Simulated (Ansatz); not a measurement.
Crystal: Si2W.

```
W Si
1.0
     4.61685    0.00000    0.00000
    -2.30843    3.99831    0.00000
     0.00000    0.00000    6.65322
W Si
3 6
Cartesian
  2.3084 0.0000 3.3266
  1.1542 1.9992 5.5444
  -1.1542 1.9992 1.1089
  1.1332 0.6542 1.1089
  3.4837 0.6542 5.5444
  0.0000 1.3085 3.3266
  1.1753 3.3441 1.1089
  -1.1753 3.3441 5.5444
  2.3084 2.6899 3.3266
```

Measurements of this composition are mostly on another form, of space group No. 139.

Base run:

- Program: Ansatz 0.2.0
- Functional: PBEsol
- Potentials or basis: Ansatz PAW
- Cutoff: 420 eV
- Density cutoff: 1680 eV
- k mesh: 7 × 7 × 4
- Occupations: fermi-dirac, width 0.05 eV
- Spin: no spin polarisation
- Hubbard terms: W d U = 5 eV

Its results: band gap on the k mesh 0.63 eV, indirect (least direct gap 1.13 eV); pressure -6.5 GPa.

Question: The run is repeated on the same cell with these changes: hubbard terms from W d U = 5 eV to W d U = 4 eV. What comes out?

Answer: Band gap on the k mesh 0.55 eV, indirect (least direct gap 1.01 eV); pressure -6.4 GPa.

Caveats: odd divisions of the mesh miss points on the zone boundary, where band edges often lie, so the gap on the mesh can be too wide; spin-orbit coupling is left out, which moves the levels of the heavy elements; the PAW data sets come from PBE, with cores solved anew for the run's functional, which leaves a small shift of forces and pressure; the U is typed as a test and isn't derived for this compound; the density of states is complete only up to the lowest level of the last band computed.

A k mesh can miss the band edges.

Not every run made on this cell is shown here.
